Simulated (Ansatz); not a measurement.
## AlCu under strains and displacements

Computed with DFT PBEsol, scalar-relativistic, plane waves, PAW (Ansatz 0.2.0).

Settings: cutoff 420 eV, Γ-centred mesh 14×14×14 on the computed 2-atom cell, Gaussian smearing of 0.10 eV; no spin polarisation.

Reference cell:

```yaml
crystal:
  lattice:
    - [2.99751, 0.00000, 0.00000]
    - [0.00000, 2.99751, 0.00000]
    - [0.00000, 0.00000, 2.99751]
  atoms:
    - { symbol: Al, position: [0.00000, 0.00000, 0.00000] }
    - { symbol: Cu, position: [0.50000, 0.50000, 0.50000] }
```

Each variant moves atoms of this cell by the vectors given, if any (Å), and then applies a symmetric strain (tensor components, Cartesian axes). The reference cell isn't relaxed at this level. Energies are per atom at zero smearing, counted from the lowest variant. Pressure is positive in compression.

1. strain (xx yy zz yz xz xy, %) 1.46 1.46 1.46 0.00 0.00 0.00
2. strain (xx yy zz yz xz xy, %) 4.80 4.80 4.80 0.00 0.00 0.00
3. strain (xx yy zz yz xz xy, %) 1.24 1.24 1.24 0.00 0.00 0.00
4. strain (xx yy zz yz xz xy, %) 3.39 3.39 3.39 0.00 0.00 0.00
5. strain (xx yy zz yz xz xy, %) -0.55 -0.55 -0.55 0.00 0.00 0.00

```
variant  ΔE (meV/atom) P (GPa) space group
      1           31.8    -8.97        Pm-3m
      2          143.1   -15.11        Pm-3m
      3           26.7    -8.40        Pm-3m
      4           88.6   -12.99        Pm-3m
      5            0.0    -3.05        Pm-3m
```